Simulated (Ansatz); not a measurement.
P (Imma), an elastic constant from a strain scan

The calculation used DFT PBE+D3(BJ), scalar-relativistic, plane waves, PAW in Ansatz 0.2.0. Settings: plane waves to 420 eV, k-mesh 24×24×24 (Γ-centred), Gaussian smearing 0.15 eV. No spin polarisation. Energies are free energies at this smearing, counted from the undisturbed cell; pressure is positive in compression.

Reference structure (relaxed at this level; with this scan's settings it stands at 0.1 GPa; this form isn't the usual structure):

```yaml
crystal:
  lattice:
    - [-1.70671, 2.42417, 1.72019]
    - [1.70671, -2.42417, 1.72019]
    - [1.70671, 2.42417, -1.72019]
  atoms:
    - { symbol: P, position: [0.77443, 0.02443, 0.75000] }
    - { symbol: P, position: [0.22557, 0.97557, 0.25000] }
```

The cell is strained by ε times the Voigt pattern (0, 0, 0, 0, 0, 1) (xx, yy, zz, yz, xz, xy; engineering shear) with fractional coordinates fixed. The cell holds 2 atoms in V0 = 28.47 Å³. The stress column is τ = (1/V0) dE/dε, got from the stress tensor σ (compression positive) at each point as −det(1 + εP) σ : P(1 + εP)⁻¹, with P the pattern as a tensor.

| ε | ΔE (meV/atom) | τ (GPa) |
| --- | --- | --- |
| -0.0600 | ? | ? |
| -0.0300 | 2.561 | -1.954 |
| 0.0000 | 0.000 | 0.000 |
| 0.0150 | 0.632 | 0.953 |
| 0.0450 | 5.867 | 3.016 |

Which combination of elastic constants does this scan measure, and how large is it?

For small ε, τ = τ0 + Kε with K = pᵀCp, which for this pattern is C66 in the Cartesian frame shown. The parabola through τ at ε = -0.0300, 0 and 0.0150 has slope K = 64 GPa at zero. The energies per cell, E = NΔE, of the same two points give K = 2[E(ε₊)/ε₊ − E(ε₋)/ε₋]/[(ε₊ − ε₋)V0] = 64 GPa, in agreement. These are clamped-ion values.

Predict the withheld row at ε = -0.0600 from the harmonic law, and compare.

ΔE = V0(τ0 ε + Kε²/2)/N = 10.242 meV/atom and τ = -3.84 GPa. The calculation gives 10.613 meV/atom and -4.11 GPa, a miss of 3.6 % of the harmonic energy, so the harmonic law still holds here.

Forces appear on the atoms along this scan, and letting them relax would lower the energy and soften the response. In a metal these slopes depend on the k mesh and the smearing.